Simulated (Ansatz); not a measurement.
BaTiO3:

```
Ba Ti O
1.0
     3.99980    0.00000    0.00000
     0.00000    3.99980    0.00000
     0.00000    0.00000    8.03600
Ba Ti O
2 2 6
Direct
  0.99933 0.00149 0.00206
  0.00067 0.99851 0.49794
  0.48935 0.49786 0.23992
  0.51065 0.50214 0.74208
  0.50279 0.50210 0.01077
  0.49721 0.49790 0.50523
  0.50567 0.00168 0.25810
  0.49433 0.99832 0.75690
  0.00777 0.49971 0.26264
  0.99223 0.50029 0.75236
```

Base run:

```yaml
Program: Ansatz 0.2.0
Functional: PBEsol
Potentials_or_basis: Ansatz PAW
Cutoff: "420 eV (not typed: the program's choice for these potentials)"
k_mesh: 7 × 7 × 4
Occupations: fermi-dirac, width 0.05 eV
Spin: no spin polarisation
```

Its results: band gap on the k mesh 2.01 eV; pressure -3.2 GPa; largest force 0.947 eV/Å.

Question: The run is repeated on the same cell with these changes: functional from PBEsol to PBE; k mesh from 7 × 7 × 4 to 3 × 3 × 2. What comes out?

Answer: Band gap on the k mesh 2.20 eV; pressure 3.2 GPa; largest force 1.050 eV/Å.

Several settings changed at once, so the effect can't be laid on one alone.

Caveats: some runs use coarse meshes; spin-orbit coupling is left out, which moves the levels of the heavy elements; the k mesh misses the band edges, so the gap on the mesh is wider than the one along the path (some runs); the PAW data sets come from PBE, with cores solved anew for the run's functional, which leaves a small shift of forces and pressure (some runs); odd divisions of the mesh miss points on the zone boundary, where band edges often lie, so the gap on the mesh can be too wide (some runs); forces of over 1 eV/Å show positions far from the minimum, so gaps and moduli don't describe the material at rest (some runs).
